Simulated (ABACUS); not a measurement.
An input for ABACUS 3.10.1 (PbS (Galena)):

The input INPUT:

```
INPUT_PARAMETERS
suffix              PbS
calculation         scf
basis_type          pw
pseudo_dir          ./
latname             fcc
symmetry            1
dft_functional      GGA_X_SOGGA+GGA_C_PBE
ecutwfc             55
pseudo_rcut         10
nspin               1
nbands              20
ks_solver           dav
smearing_method     fd
smearing_sigma      0.00367493
scf_thr             1e-08
scf_nmax            100
mixing_type         broyden
mixing_beta         0.7
cal_force           1
cal_stress          1
ecutrho             440
out_chg             1
kpar                4
```

STRU

```
ATOMIC_SPECIES
Pb 207.2000 Pb.pbe-dn-kjpaw_psl.0.2.2.UPF
S 32.0600 s_pbe_v1.4.uspp.F.UPF

LATTICE_CONSTANT
11.2089105082

ATOMIC_POSITIONS
Direct

Pb
0.0
1
0.0000000000 0.0000000000 0.0000000000 1 1 1

S
0.0
1
0.5000000000 0.5000000000 0.5000000000 1 1 1
```

The input KPT:

```
K_POINTS
0
Gamma
6 6 6 0 0 0
```

Potentials or basis: SSSP 1.3 efficiency PBE, plane waves.

Run with:

```console
$ OMP_NUM_THREADS=1 mpirun -np 4 abacus > log
```

**Question.** How does this run end?

**Answer.** The run stopped without a result. It printed:

running log:

```text
ABACUS v3.10.1

               Atomic-orbital Based Ab-initio Computation at UStc

 ------------------------------------------------------------------------------------

 READING GENERAL INFORMATION
                           global_out_dir = OUT.PbS/
                           global_in_card = INPUT
                               pseudo_dir = ./
[... 40 lines left out ...]
 The esolver type has been set to : ksdft_pw

 !!!!!!!!!!!!!!!!!!!!!!!!!!!!!!!!!!!!!!!!!!!!!!!!!!!!!!!!!
                         NOTICE
 !!!!!!!!!!!!!!!!!!!!!!!!!!!!!!!!!!!!!!!!!!!!!!!!!!!!!!!!!

 PAW POTENTIAL IS NOT SUPPORTED
 CHECK IN FILE : OUT.PbS/warning.log

 !!!!!!!!!!!!!!!!!!!!!!!!!!!!!!!!!!!!!!!!!!!!!!!!!!!!!!!!!
                         NOTICE
 !!!!!!!!!!!!!!!!!!!!!!!!!!!!!!!!!!!!!!!!!!!!!!!!!!!!!!!!!
 Check in file : OUT.PbS/warning.log
```

On the terminal:

```text
ABACUS v3.10.1

               Atomic-orbital Based Ab-initio Computation at UStc

 !!!!!!!!!!!!!!!!!!!!!!!!!!!!!!!!!!!!!!!!!!!!!!!!!!!!!!!!!
                         NOTICE
 !!!!!!!!!!!!!!!!!!!!!!!!!!!!!!!!!!!!!!!!!!!!!!!!!!!!!!!!!

 PAW POTENTIAL IS NOT SUPPORTED
 CHECK IN FILE : OUT.PbS/warning.log

 !!!!!!!!!!!!!!!!!!!!!!!!!!!!!!!!!!!!!!!!!!!!!!!!!!!!!!!!!
                         NOTICE
 !!!!!!!!!!!!!!!!!!!!!!!!!!!!!!!!!!!!!!!!!!!!!!!!!!!!!!!!!
```
